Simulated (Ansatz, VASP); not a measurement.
La: VASP and Ansatz over several settings

```
CELL_PARAMETERS angstrom
3.69932 0.00000 0.00000
-1.84966 3.20370 0.00000
0.00000 0.00000 5.98796
ATOMIC_POSITIONS crystal
La 0.66667 0.33333 0.75000
La 0.33333 0.66667 0.25000
```

Change from the starting cell: volume scaled by 0.96.

Single points on this cell with VASP 6.6.1 and Ansatz 0.2.0. Each row is one pair of runs. Alike in all rows: spin: off; k mesh: 8 × 8 × 5; smearing: fermi-dirac, width 0.05 eV; VASP's potentials, cutoff: VASP PAW PBE potentials, release 64 (La), 520 eV.

```tsv
level	Ansatz's potentials, cutoff	gap on the k mesh at the Fermi level (eV), VASP	gap on the k mesh at the Fermi level (eV), Ansatz	pressure (GPa), VASP	pressure (GPa), Ansatz	largest component of the traceless stress (GPa), VASP	largest component of the traceless stress (GPa), Ansatz
PBE	Ansatz PAW, 420 eV	none	none	1.9	1.8	0.12	0.13
PBE	Ansatz PAW earlier set, 640 eV	none	none	1.9	1.8	0.12	0.12
PBE	SSSP efficiency PAW, 544 eV	none	none	1.9	2.0	0.12	0.11
PBE	JTH PAW, 840 eV	none	none	1.9	2.0	0.12	0.11
PBE	SPMS NC, 490 eV	none	none	1.9	1.9	0.12	0.15
PBE	PseudoDojo standard (PBE files), 1497 eV	none	none	1.9	1.8	0.12	0.14
PBE	PseudoDojo stringent (PBE files), 1497 eV	none	none	1.9	1.8	0.12	0.14
PBE	Ansatz NC, 1497 eV	none	?	1.9	?	0.12	?
```

Question: Fill in what Ansatz gave in row 8.

Answer: gap on the k mesh at the Fermi level (eV): none; pressure (GPa): 1.8; largest component of the traceless stress (GPa): 0.14.

A gap of «none» marks a metal or a gap that the smearing closes.
